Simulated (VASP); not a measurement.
Here is a VASP 6.6.1 calculation.

INCAR

```
PREC     = Accurate       # precision mode
ENCUT    = 520            # plane-wave cutoff, eV
EDIFF    = 1E-7           # SCF threshold, eV
ISMEAR   = -1             # smearing method
SIGMA    = 0.05           # smearing width, eV
LREAL    = F              # projectors in reciprocal space
LASPH    = T              # aspherical terms in the spheres
NELM     = 60             # most SCF steps
ALGO     = Normal         # electronic algorithm
ISIF     = 2              # what is computed and relaxed
LWAVE    = F              # write WAVECAR
LCHARG   = F              # write CHGCAR
GGA      = PE             # functional
NBANDS   = 43             # bands
```

The input KPOINTS:

```
regular mesh
0
Gamma
  7 7 4
```

Contents of POSCAR:

```
Si2Mo
1.0
    4.5854715599      0.0000000000      0.0000000000
   -2.2927357800      3.9711348592      0.0000000000
    0.0000000000      0.0000000000      6.5797601000
Mo Si
3 6
Direct
    0.5000000000      0.5000000000      0.8333333333
    0.0000000000      0.5000000000      0.1666666667
    0.5000000000      0.0000000000      0.5000000000
    0.1638729800      0.3277459600      0.5000000000
    0.6722540400      0.8361270200      0.1666666667
    0.8361270200      0.1638729800      0.8333333333
    0.8361270200      0.6722540400      0.5000000000
    0.3277459600      0.1638729800      0.1666666667
    0.1638729800      0.8361270200      0.8333333333
```

Potentials or basis: VASP PAW PBE potentials, release 64 (Mo_sv, Si).

The run is started by

```bash
$ cat potpaw_PBE.64/Mo_sv/POTCAR potpaw_PBE.64/Si/POTCAR > POTCAR
$ mpirun -np 1 vasp_std > vasp.out
```

Predict the band gap on the k mesh.

0.27 eV, indirect (least direct gap 0.63 eV).

Estimate the pressure.

3.7 GPa.

What does it give for the largest force?

0.006 eV/Å.

Stress tensor (GPa, compression positive):
```
3.75 0.00 0.00
0.00 3.75 0.00
0.00 0.00 3.56
```

Caveat: an odd mesh through Γ misses points on the zone boundary, where band edges often lie. Expect the measured gap to be larger: semilocal functionals such as PBE lack the derivative discontinuity.
